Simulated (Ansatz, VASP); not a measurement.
## Two plane-wave programs on Nb

```
CELL_PARAMETERS angstrom
-1.92089 1.92089 1.24858
1.92089 -1.92089 1.24858
1.92089 1.92089 -1.24858
ATOMIC_POSITIONS crystal
Nb 0.00000 0.00000 0.00000
```

Alike in both runs: task single point; functional PBEsol; k mesh 22 × 22 × 22; occupations gaussian, width 0.15 eV; no spin polarisation.

```csv
,VASP,Ansatz
version,VASP 6.6.1,Ansatz 0.2.0
potentials or method,"VASP PAW PBE potentials, release 64 (Nb_sv)","scalar-relativistic, plane waves, PAW"
plane-wave cutoff (eV),520,420
valence electrons in the cell,13,13
```

```tsv
	VASP	Ansatz	Ansatz less VASP
gap on the k mesh at the Fermi level (eV)	none	none	-
pressure (GPa)	1.2	1.5	+0.22
largest component of the traceless stress (GPa)	14.64	14.52	-0.122
```

A gap of «none» marks a metal or a gap that the smearing closes. With one functional, cell and mesh, what is left measures potentials, basis and numerics.

Caveats: the PAW data sets were made with another functional, which shifts forces and pressure a little (VASP).
